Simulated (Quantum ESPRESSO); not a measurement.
Hf, 1 atom in the cell. The typed cell holds 1 atom: a = 3.126 Å, b = 3.094 Å, c = 3.103 Å, α = 62.14°, β = 61.14°, γ = 60.87°. This isn't the form of Hf at room conditions, which is hcp. The cell isn't the ideal one: cell strained at random at fixed volume.

| Item | Value |
| --- | --- |
| Program | Quantum ESPRESSO 7.5 |
| Task | single point |
| Functional | PBEsol |
| Potentials or basis | GBRV 1.5 PBEsol |
| Cutoff | 612 eV |
| Density cutoff | 4898 eV |
| k mesh | 10 × 10 × 10 |
| Occupations | fermi-dirac, width 0.05 eV |
| Spin | no spin polarisation |
| Mixing beta | 0.5 |
| Most SCF iterations | 120 |
| SCF threshold | 2e-10 Ry |

Potentials or basis: GBRV 1.5 PBEsol.

The run is started by

```bash
$ OMP_NUM_THREADS=1 mpirun -n 2 pw.x -nk 2 -in pw.in > pw.out
```

Hardware: 2 MPI ranks on Arm Neoverse V2 (shared host).

Q: Estimate the wall time of this run.

A: Run time: 27 s on 2 MPI ranks on Arm Neoverse V2, with other jobs on the host, peak memory 0.28 GiB a rank. Counts: scf iterations 9, k pools 2, bands 12, k points 504, g dense 17049.
